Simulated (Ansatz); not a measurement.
Born–Oppenheimer molecular dynamics of a periodic cell of 16 atoms, Li (start crystal Li, start structure bcc, volume 1.05 times the crystal's). It goes on from the last frame of an earlier run, with new velocities.

These are results of DFT PBE-D3(BJ), scalar-relativistic, plane waves, PAW (Ansatz), not measurements. Settings: accuracy low, cutoff 420 eV, k mesh 2x2x2, fermi-dirac smearing 0.11 eV, no spin polarisation.

| Item | Value |
| --- | --- |
| ensemble | NVT, Langevin thermostat |
| time step | 1 fs |
| steps asked | 140 |
| set temperature | 1040 K |
| friction | 0.02 /fs |
| temperature schedule | 105 steps to 300 K, then 35 steps to 300 K |
| seed | 346332 |

Frames 1 fs apart, positions in Å.

Velocities at 20.0 fs (Å/ps):

```
Li -11.35 -19.11 -20.70
Li -16.11 10.60 6.80
Li 8.44 -12.54 -3.18
Li 8.87 -12.08 -24.30
Li -6.60 -18.28 18.64
Li -7.69 -17.13 -6.64
Li -3.89 15.40 13.47
Li 13.88 8.73 -1.76
Li -9.07 1.87 -13.55
Li 9.20 -9.38 4.25
Li 5.13 15.54 -23.41
Li -1.59 -7.75 4.16
Li -10.80 18.10 -4.49
Li 18.87 -3.36 -2.50
Li -1.38 18.30 16.78
Li 26.93 3.17 10.55
```

```xyz
16
Lattice="7.0944 0.0000 0.0000 0.0000 7.0944 0.0000 0.0000 0.0000 7.0944" Properties=species:S:1:pos:R:3 time_fs=20.0 energy_less_start_eV=-0.668 T=1370
Li 0.267 0.064 -0.359
Li 4.192 0.391 -0.206
Li 0.262 3.791 -0.192
Li 0.671 -0.209 3.611
Li 1.636 1.380 1.990
Li 3.481 3.431 0.616
Li 3.558 -0.835 3.039
Li 5.901 2.616 2.090
Li 0.622 3.739 3.198
Li 1.892 5.316 1.145
Li 1.842 1.729 4.769
Li 3.632 3.919 2.939
Li 5.578 5.476 1.408
Li 5.338 2.144 4.632
Li 2.045 5.011 5.184
Li 4.807 4.983 5.768
16
Lattice="7.0944 0.0000 0.0000 0.0000 7.0944 0.0000 0.0000 0.0000 7.0944" Properties=species:S:1:pos:R:3 time_fs=21.0 energy_less_start_eV=-0.691 T=1344
Li 0.255 0.044 -0.381
Li 4.177 0.402 -0.198
Li 0.269 3.779 -0.196
Li 0.679 -0.220 3.589
Li 1.629 1.363 2.007
Li 3.475 3.413 0.610
Li 3.554 -0.818 3.053
Li 5.915 2.624 2.088
Li 0.613 3.741 3.183
Li 1.901 5.307 1.151
Li 1.849 1.744 4.746
Li 3.631 3.911 2.942
Li 5.568 5.494 1.404
Li 5.357 2.140 4.630
Li 2.045 5.028 5.203
Li 4.835 4.987 5.778
16
Lattice="7.0944 0.0000 0.0000 0.0000 7.0944 0.0000 0.0000 0.0000 7.0944" Properties=species:S:1:pos:R:3 time_fs=22.0 energy_less_start_eV=-0.714 T=1315
Li 0.241 0.024 -0.400
Li 4.162 0.414 -0.189
Li 0.275 3.767 -0.201
Li 0.684 -0.232 3.569
Li 1.624 1.347 2.022
Li 3.471 3.394 0.604
Li 3.553 -0.802 3.068
Li 5.929 2.630 2.086
Li 0.604 3.741 3.167
Li 1.910 5.303 1.158
Li 1.856 1.761 4.724
Li 3.630 3.900 2.943
Li 5.560 5.510 1.399
Li 5.377 2.134 4.630
Li 2.048 5.043 5.223
Li 4.863 4.992 5.789
16
Lattice="7.0944 0.0000 0.0000 0.0000 7.0944 0.0000 0.0000 0.0000 7.0944" Properties=species:S:1:pos:R:3 time_fs=23.0 energy_less_start_eV=-0.729 T=1178
Li 0.229 0.004 -0.416
Li 4.149 0.429 -0.180
Li 0.280 3.753 -0.205
Li 0.689 -0.243 3.551
Li 1.622 1.333 2.035
Li 3.470 3.374 0.597
Li 3.555 -0.788 3.084
Li 5.943 2.635 2.085
Li 0.595 3.741 3.148
Li 1.918 5.297 1.164
Li 1.862 1.776 4.705
Li 3.628 3.888 2.945
Li 5.553 5.526 1.394
Li 5.399 2.127 4.627
Li 2.052 5.057 5.244
Li 4.889 4.998 5.801
16
Lattice="7.0944 0.0000 0.0000 0.0000 7.0944 0.0000 0.0000 0.0000 7.0944" Properties=species:S:1:pos:R:3 time_fs=24.0 energy_less_start_eV=-0.742 T=1081
Li 0.219 -0.016 -0.432
Li 4.137 0.445 -0.173
Li 0.286 3.739 -0.210
Li 0.693 -0.254 3.535
Li 1.622 1.321 2.045
Li 3.468 3.353 0.588
Li 3.559 -0.775 3.100
Li 5.953 2.639 2.086
Li 0.587 3.741 3.130
Li 1.923 5.291 1.168
Li 1.870 1.790 4.689
Li 3.625 3.876 2.946
Li 5.548 5.542 1.389
Li 5.420 2.121 4.624
Li 2.053 5.069 5.263
Li 4.913 5.003 5.813
16
Lattice="7.0944 0.0000 0.0000 0.0000 7.0944 0.0000 0.0000 0.0000 7.0944" Properties=species:S:1:pos:R:3 time_fs=25.0 energy_less_start_eV=-0.759 T=1114
Li 0.208 -0.037 -0.451
Li 4.123 0.459 -0.166
Li 0.290 3.724 -0.215
Li 0.692 -0.265 3.520
Li 1.625 1.309 2.053
Li 3.464 3.332 0.578
Li 3.563 -0.764 3.118
Li 5.960 2.642 2.087
Li 0.581 3.740 3.112
Li 1.929 5.288 1.174
Li 1.879 1.805 4.675
Li 3.619 3.862 2.949
Li 5.544 5.557 1.383
Li 5.441 2.117 4.622
Li 2.052 5.080 5.279
Li 4.937 5.008 5.823
16
Lattice="7.0944 0.0000 0.0000 0.0000 7.0944 0.0000 0.0000 0.0000 7.0944" Properties=species:S:1:pos:R:3 time_fs=26.0 energy_less_start_eV=-0.774 T=1107
Li 0.195 -0.062 -0.470
Li 4.107 0.473 -0.158
Li 0.294 3.709 -0.221
Li 0.690 -0.275 3.506
Li 1.627 1.297 2.063
Li 3.459 3.315 0.565
Li 3.567 -0.752 3.137
Li 5.967 2.646 2.089
Li 0.579 3.739 3.094
Li 1.933 5.286 1.179
Li 1.886 1.821 4.662
Li 3.612 3.847 2.957
Li 5.540 5.572 1.380
Li 5.460 2.110 4.622
Li 2.052 5.089 5.294
Li 4.958 5.011 5.833
16
Lattice="7.0944 0.0000 0.0000 0.0000 7.0944 0.0000 0.0000 0.0000 7.0944" Properties=species:S:1:pos:R:3 time_fs=27.0 energy_less_start_eV=-0.789 T=1054
Li 0.185 -0.086 -0.490
Li 4.095 0.488 -0.152
Li 0.299 3.692 -0.227
Li 0.684 -0.285 3.492
Li 1.629 1.285 2.074
Li 3.456 3.301 0.550
Li 3.570 -0.739 3.155
Li 5.972 2.649 2.089
Li 0.579 3.736 3.078
Li 1.938 5.284 1.187
Li 1.895 1.838 4.649
Li 3.607 3.833 2.967
Li 5.536 5.589 1.378
Li 5.478 2.100 4.622
Li 2.054 5.096 5.308
Li 4.981 5.012 5.845
16
Lattice="7.0944 0.0000 0.0000 0.0000 7.0944 0.0000 0.0000 0.0000 7.0944" Properties=species:S:1:pos:R:3 time_fs=28.0 energy_less_start_eV=-0.806 T=1081
Li 0.178 -0.110 -0.510
Li 4.084 0.502 -0.145
Li 0.306 3.674 -0.234
Li 0.674 -0.297 3.479
Li 1.632 1.273 2.084
Li 3.452 3.289 0.534
Li 3.574 -0.728 3.169
Li 5.978 2.654 2.089
Li 0.581 3.734 3.062
Li 1.942 5.284 1.196
Li 1.905 1.855 4.639
Li 3.600 3.820 2.979
Li 5.533 5.606 1.377
Li 5.495 2.090 4.625
Li 2.057 5.102 5.322
Li 5.003 5.011 5.856
16
Lattice="7.0944 0.0000 0.0000 0.0000 7.0944 0.0000 0.0000 0.0000 7.0944" Properties=species:S:1:pos:R:3 time_fs=29.0 energy_less_start_eV=-0.820 T=961
Li 0.171 -0.132 -0.532
Li 4.073 0.514 -0.139
Li 0.313 3.656 -0.239
Li 0.662 -0.308 3.464
Li 1.635 1.261 2.093
Li 3.448 3.278 0.518
Li 3.576 -0.718 3.182
Li 5.983 2.658 2.089
Li 0.584 3.734 3.049
Li 1.949 5.286 1.206
Li 1.916 1.873 4.630
Li 3.589 3.807 2.991
Li 5.529 5.622 1.376
Li 5.514 2.082 4.630
Li 2.060 5.108 5.337
Li 5.024 5.011 5.863
16
Lattice="7.0944 0.0000 0.0000 0.0000 7.0944 0.0000 0.0000 0.0000 7.0944" Properties=species:S:1:pos:R:3 time_fs=30.0 energy_less_start_eV=-0.831 T=955
Li 0.164 -0.151 -0.555
Li 4.064 0.524 -0.133
Li 0.319 3.639 -0.241
Li 0.648 -0.319 3.451
Li 1.636 1.248 2.103
Li 3.442 3.267 0.502
Li 3.577 -0.709 3.193
Li 5.987 2.663 2.089
Li 0.585 3.737 3.038
Li 1.959 5.290 1.215
Li 1.926 1.889 4.622
Li 3.579 3.794 3.004
Li 5.524 5.636 1.374
Li 5.532 2.075 4.636
Li 2.065 5.115 5.352
Li 5.042 5.011 5.870
16
Lattice="7.0944 0.0000 0.0000 0.0000 7.0944 0.0000 0.0000 0.0000 7.0944" Properties=species:S:1:pos:R:3 time_fs=31.0 energy_less_start_eV=-0.840 T=960
Li 0.156 -0.170 -0.576
Li 4.055 0.534 -0.123
Li 0.325 3.621 -0.241
Li 0.633 -0.335 3.440
Li 1.638 1.235 2.111
Li 3.436 3.258 0.488
Li 3.578 -0.700 3.206
Li 5.990 2.668 2.088
Li 0.585 3.741 3.026
Li 1.970 5.293 1.224
Li 1.933 1.904 4.615
Li 3.572 3.777 3.017
Li 5.521 5.652 1.374
Li 5.549 2.070 4.641
Li 2.067 5.123 5.367
Li 5.061 5.013 5.880
```

Of the whole run (140 fs, mean temperature of the second half 626 K): The schedule's set-point averaged 363 K over the second half and the system 626 K, so it lags behind the ramp. A run of 0.14 ps of so small a system gives no equilibrium averages. Limits of this set-up: coarse k mesh, low accuracy level.

Time of the run: 11 min on 1 thread of Intel(R) Xeon(R) Platinum 8259CL CPU @ 2.50GHz (Skylake/Cascade Lake), with other jobs on the host, peak memory 0.73 GiB.
